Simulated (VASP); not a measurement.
Wanted: the native input for a VASP 6.6.1 run.

| Property | Result |
| --- | --- |
| Task | single point |
| Functional | PBEsol |
| Potentials or basis | VASP PAW PBE potentials, release 64 (Ti_sv) |
| Cutoff | 520 eV |
| k mesh | 18 × 18 × 18 |
| Occupations | gaussian, width 0.1 eV |
| Spin | no spin polarisation |
| Dipole correction | no |
| Further INCAR settings | ALGO = Normal; EDIFF = 1e-07; NBANDS = 12 |

The structure of Ti lies in POSCAR:

```
Ti
1.0
   -1.5933125400      1.5933125400      1.5933125400
    1.5933125400     -1.5933125400      1.5933125400
    1.5933125400      1.5933125400     -1.5933125400
Ti
1
Direct
    0.0000000000      0.0000000000      0.0000000000
```

This isn't the form of Ti at room conditions, which is hcp.

The cell isn't the ideal one: strained and moved within the space group.

One way to write it, as run:

INCAR

```
PREC = Accurate ; ENCUT = 520
EDIFF = 1E-7 ; ISMEAR = 0
SIGMA = 0.1 ; LREAL = False
LASPH = True ; NELM = 100
ALGO = Normal ; ISIF = 2
LWAVE = False ; LCHARG = True
GGA = PS ; LELF = True
LVHAR = True ; NBANDS = 12
```

KPOINTS

```
Automatic mesh
0
Gamma
  18 18 18
```

Potentials or basis: VASP PAW PBE potentials, release 64 (Ti_sv).

Command:

```console
$ cat potpaw_PBE.64/Ti_sv/POTCAR > POTCAR
$ mpirun -np 1 vasp_std > vasp.out
```

It gave:

```yaml
Pressure: 2.3 GPa
Band_gap_on_the_k_mesh: none (metal or under the smearing width)
```

Caveat: the PAW data sets were made with another functional, which shifts forces and pressure a little.

Wall time 15 s on 1 thread of Intel(R) Xeon(R) 6975P-C (Granite Rapids) (shared host), peak memory 0.16 GiB.
